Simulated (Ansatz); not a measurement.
# BP: how the settings move a relaxation

How sensitive is a relaxation of BP to its settings? A reference run comes first, then one run with altered input.

Program: Ansatz 0.2.0. Level of theory: reference: DFT, r2SCAN, PAW with Ansatz's default frozen-core files, scalar-relativistic; relaxation of cell and atoms. These are calculated values, not measurements.

1 further run of the same task is left out (it didn't finish).

**1. The starting structure**

The structure is cubic, space group F-43m (No. 216). The conventional cell has a = 4.538 Å, b = 4.538 Å, c = 4.538 Å, α = 90.00°, β = 90.00°, γ = 90.00°. B (site symmetry -43m) has 4 P at 1.97 Å as nearest neighbours. P (site symmetry -43m) is surrounded by 4 B at 1.97 Å.

As a file:

```cif
data_structure
_symmetry_space_group_name_H-M 'F-43m'
_symmetry_Int_Tables_number 216
_cell_length_a 4.5380
_cell_length_b 4.5380
_cell_length_c 4.5380
_cell_angle_alpha 90.000
_cell_angle_beta 90.000
_cell_angle_gamma 90.000
_cell_volume 93.45
loop_
_atom_site_label
_atom_site_type_symbol
_atom_site_symmetry_multiplicity
_atom_site_Wyckoff_symbol
_atom_site_fract_x
_atom_site_fract_y
_atom_site_fract_z
_atom_site_occupancy
B1 B 4 a 0.00000 0.00000 0.00000 1
P1 P 4 c 0.25000 0.25000 0.25000 1
```

**2. The reference run**

input.yaml

```yaml
crystal:
  lattice:
    - [0.0, 2.269, 2.269]
    - [2.269, 0.0, 2.269]
    - [2.269, 2.269, 0.0]
  atoms:
    - { symbol: B, position: [0.0, 0.0, 0.0] }
    - { symbol: P, position: [0.75, 0.75, 0.75] }
kpoints:
  mp_grid: { grid: [12, 12, 12] }
scf:
  occupations: { method: fermi_dirac, width: 0.08 }
hamiltonian:
  xc: r2scan
  pseudopotentials: { kind: paw }
relax:
  f_tol: 0.002
  max_steps: 80
  cell: {}
output:
  forces: true
  stress: true
```

Command:

```bash
> ansatz run input.yaml --threads 2 --pin off --max-ram 5120MiB --backend cpu --events-out ev --progress --plain --runs-dir out
```

From the output:

```text
[...]
Basis set: ecut = 500 eV, 609 PW (Γ), exchange–correlation on 96×96×96 points (64 copies of the dense FFT grid, shifted against one another)
[...]
k-points: 72 of 1728 (time reversal used)
[...]
SCF iter   1: F=—  HF=-916.651372 eV  |F-HF|=—  |Δ(HF+E_count)|=         —  Δρ=4.38e-3  dr2=2.28e-3  dr2_τ=1.31e-1  ethr=1.77e-3  ⟨swp⟩=6.1  Hψ=5397  notcnv=0
preconditioner: auto → none  [insulator: Δε(μ)=1.366 eV  Ē_g=13.602 eV  σ=0.080 eV  W_gap=1.00  n_scr=0 (ndim 8)  ℏωp=21.7 eV  f_vac=0.000  D(μ)=0.00/eV (n_scr^D=0)  ε∞_Penn≈3.6]
SCF iter   2: F=—  HF=-916.687291 eV  |F-HF|=—  |Δ(HF+E_count)|=   3.59e-2  Δρ=2.93e-3  dr2=9.35e-4  dr2_τ=3.89e-5  ethr=2.85e-5  ⟨swp⟩=2.0  Hψ=1732  notcnv=0
[...]
relax step   1: F+E_penalty+E_count = -916.68737449 eV  Δ(F+E_penalty+E_count) = +0.000e0 eV  max|allowed force component| = 3.423e-16 eV/Å  Δτ_max = 0.0000 Å  P = -0.166 GPa  Ω = 23.363 Å³  (6 SCF iters, dr2 threshold 1.00e-7 eV, accepted)
[...]
relax step   2: F+E_penalty+E_count = -916.68738576 eV  Δ(F+E_penalty+E_count) = -1.127e-5 eV  max|allowed force component| = 8.789e-17 eV/Å  Δτ_max = 0.0000 Å  P = -0.072 GPa  Ω = 23.350 Å³  energy of the carried Pulay correction = +1.644e-6 eV  (3 SCF iters,
[...]
relax step   3: F+E_penalty+E_count = -916.68738923 eV  Δ(F+E_penalty+E_count) = -3.467e-6 eV  max|allowed force component| = 1.156e-16 eV/Å  Δτ_max = 0.0000 Å  P = +0.000 GPa  Ω = 23.340 Å³  energy of the carried Pulay correction = +2.902e-6 eV  (3 SCF iters,
[...]
SCF iter   3: F=—  HF=-916.687389 eV  |F-HF|=—  |Δ(HF+E_count)|=  4.59e-10  Δρ=4.46e-7  dr2=2.53e-11  dr2_τ=2.74e-12  ethr=2.18e-11  ⟨swp⟩=2.1  Hψ=867  notcnv=0
SCF iter   4: F=-916.687389 eV  HF=-916.687389 eV  |F-HF|=6.82e-13  |Δ(HF+E_count)|=  1.64e-11  Δρ=9.52e-8  dr2=1.49e-12  dr2_τ=5.02e-14  ethr=1.00e-12  ⟨swp⟩=6.0  Hψ=2204  notcnv=0
[...]
relax step   4: F+E_penalty+E_count = -916.68738897 eV  Δ(F+E_penalty+E_count) = +2.577e-7 eV  max|allowed force component| = 1.249e-16 eV/Å  Δτ_max = 0.0000 Å  P = +0.000 GPa  Ω = 23.340 Å³  stress off target by 3.00e-4 GPa  SCF on the basis re-selected at th
[...]
SCF converged after 4 iterations
Free energy (F): -916.687389 eV
[...]
E sigma→0 (E₀):  -916.687388 eV
[...]
Fermi energy:    9.931520 eV
[...]
  P = ⅓ Tr σ = 0.0003 GPa (0.003 kbar)
--- Relaxed structure (3 steps of the walk, 3 accepted, 1 SCFs on fresh bases) ---
[...]
```

Wall time 5.1 s (2 threads of Arm Neoverse V1, shared host); peak memory 0.36 GiB.

**3. A further run, with the input changed**

input.yaml: that of step 2 with these lines changed.

```diff
@@ -9,7 +9,8 @@
 kpoints:
-  mp_grid: { grid: [12, 12, 12] }
+  mp_grid: { grid: [8, 8, 8] }
 scf:
-  occupations: { method: fermi_dirac, width: 0.08 }
+  occupations: { method: fixed }
+  mixing: { preconditioner: local_kerker }
 hamiltonian:
-  xc: r2scan
+  xc: lda
   pseudopotentials: { kind: paw }
@@ -22 +23,5 @@
   stress: true
+  write_density: true
+  write_potential: true
+  elf: true
+  volumetric_format: npy
```

Command:

```bash
> ansatz run input.yaml --threads 2 --pin off --max-ram 5120MiB --backend cpu --events-out ev --progress --plain --runs-dir out
```

Output (excerpt; [...] marks lines left out):

```text
[...]
Pseudopotentials: kind: paw
Pseudopotential: B, paw, valence charge 3, recommended cutoff 420 eV (normal), B.paw.azcp
Pseudopotential: P, paw, valence charge 5, recommended cutoff 420 eV (normal), P.paw.azcp
Functional definition: SPW92
[...]
Crystal: 2 atoms, lattice volume = 23.363 Å³
Basis set: ecut = 420 eV, 459 PW (Γ)
Bands: 8, of which v1, the nominal top of the filled ones, is band 4 counted from 1 (3 counted from 0)
Symmetry: 24 space group operations
Space group: F-43m (ITA 216), of the structure as read, at distance tolerance 2.9e-5 Å
k-points: 29 of 512 (time reversal used)
[...]
SCF iter   1: F=—  HF=-876.624816 eV  |F-HF|=—  |Δ(HF+E_count)|=         —  Δρ=5.27e-3  dr2=5.27e-3  ethr=1.77e-3  ⟨swp⟩=5.0  Hψ=1701  notcnv=0  defer=55
[...]
relax step   1: F+E_penalty+E_count = -876.62361848 eV  Δ(F+E_penalty+E_count) = +0.000e0 eV  max|allowed force component| = 3.423e-16 eV/Å  Δτ_max = 0.0000 Å  P = -5.212 GPa  Ω = 23.363 Å³  (6 SCF iters, dr2 threshold 1.00e-7 eV, accepted)
[...]
relax step   4: F+E_penalty+E_count = -876.63636234 eV  Δ(F+E_penalty+E_count) = +9.871e-6 eV  max|allowed force component| = 1.203e-16 eV/Å  Δτ_max = 0.0000 Å  P = +0.002 GPa  Ω = 22.644 Å³  energy of the carried Pulay correction = +7.529e-4 eV  (3 SCF iters, dr2 threshold 2.88e-8 eV, accepted)
[...]
relax step   5: F+E_penalty+E_count = -876.63571878 eV  Δ(F+E_penalty+E_count) = +6.436e-4 eV  max|allowed force component| = 7.401e-17 eV/Å  Δτ_max = 0.0000 Å  P = -0.036 GPa  Ω = 22.644 Å³  stress off target by 3.65e-2 GPa  SCF on the basis re-selected at this cell (its energy is not [...]
SCF converged after 5 iterations
Free energy (F): -876.635719 eV
[...]
E sigma→0 (E₀):  -876.635719 eV
Fermi energy:    9.485409 eV
[...]
--- Forces (eV/Å), atoms counted from 1 ---
  atom   1  B     -0.00000000     0.00000000     0.00000000
  atom   2  P      0.00000000     0.00000000     0.00000000
[...]
--- Stress (GPa, compression-positive) ---
       -0.036485       0.000000       0.000000
       -0.000000      -0.036485       0.000000
        0.000000       0.000000      -0.036485
  P = ⅓ Tr σ = -0.0365 GPa (-0.365 kbar)
--- Band table (eV; the first three rows and the last of 29) ---
  k-point 0: bands = ["-6.1886", "9.4854", "9.4854", "9.4854", "12.9114", "12.9114", "12.9114", "17.3167"]
[...]
--- Relaxed structure (4 steps of the walk, 4 accepted, 1 SCFs on fresh bases) ---
  F+E_penalty+E_count = -876.63571878 eV   max|allowed force component| = 7.401e-17 eV/Å   (the final SCF, on the basis selected at the relaxed cell)
  cell:  # Å, volume = 22.6438 Å³
    - [1.0748040709426737e-33, 2.245466053999715, 2.245466053999715]
    - [2.245466053999715, 1.4983573376171977e-33, 2.245466053999715]
    - [2.245466053999715, 2.245466053999715, 2.6846236419679708e-33]
  atoms:
    - { symbol: B, position: [5.411107710651665e-34, -3.5720384233713607e-34, -5.764774881282493e-34] }
    - { symbol: P, position: [0.75, 0.75, 0.75] }
```

It took 1.9 s on 2 threads of Arm Neoverse V1, shared host; peak memory 0.27 GiB.

**4. Can this result be trusted?**

The program finished normally. Convergence says nothing about whether the input makes sense.

Fixed occupations are right only where a gap separates filled from empty bands at every k-point. This system has one (1.18 eV on the mesh), so they are sound here.

The occupations need no remedy; a run with other occupations serves as a check.

After a change of functional the difference of the totals has no physical meaning; the gap on the mesh goes from 1.41 to 1.18 eV and the final volume goes from 23.34 to 22.64 Å³. The k-point mesh and smearing changed too.

**5. Comparison**

| run | ending | energy change | pressure (GPa) | gap (eV) | force (eV/Å) | cycles | time |
| --- | --- | --- | --- | --- | --- | --- | --- |
| reference | converged | - | 0.0 | 1.41 | 0.00 | 16 | 5.1 s |
| 1: mp_grid.grid [8, 8, 8], occupations.method fixed, preconditioner local_kerker, xc lda | converged | not comparable | 0.0 | 1.18 | 0.00 | 24 | 1.9 s |

Times don't compare one to one where runs were asked for different outputs or read a saved state (see the inputs); cycles may leave out searches for a lower state.

A change of functional puts the total energy on another scale; the gap on the mesh goes from 1.41 to 1.18 eV and the final volume goes from 23.34 to 22.64 Å³. The k-point mesh and smearing changed too.

The gaps are Kohn-Sham values of a semilocal functional, not quasiparticle or optical gaps. Such gaps usually fall short of the measured ones.
